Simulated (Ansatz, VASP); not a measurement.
# One calculation of RbBr, two programs

```
Rb Br
1.0
     0.00000    3.52410    3.24217
     3.52410    0.00000    3.24217
     3.52410    3.52410    0.00000
Rb Br
1 1
Direct
  0.00000 0.00000 0.00000
  0.50000 0.50000 0.50000
```

Alike in both runs: task single point; functional PBE; k mesh 6 × 6 × 6; occupations gaussian, width 0.05 eV; no spin polarisation.

|  | VASP | Ansatz |
| --- | --- | --- |
| version | VASP 6.6.1 | Ansatz 0.2.0 |
| potentials or method | VASP PAW PBE potentials, release 64 (Rb_sv, Br) | scalar-relativistic, plane waves, PAW |
| plane-wave cutoff (eV) | 520 | 420 |
| valence electrons in the cell | 16 | 16 |

VASP gave:

* gap on the k mesh at the Fermi level (eV): 4.25
* least direct gap on the mesh (eV): 4.25
* pressure (GPa): 1.4
* largest component of the traceless stress (GPa): 2.26

Task: Estimate Ansatz's values.

Result: gap on the k mesh at the Fermi level (eV): 4.26; least direct gap on the mesh (eV): 4.26; pressure (GPa): 1.3; largest component of the traceless stress (GPa): 2.23.

As with any semilocal functional, this PBE gap is likely too small.
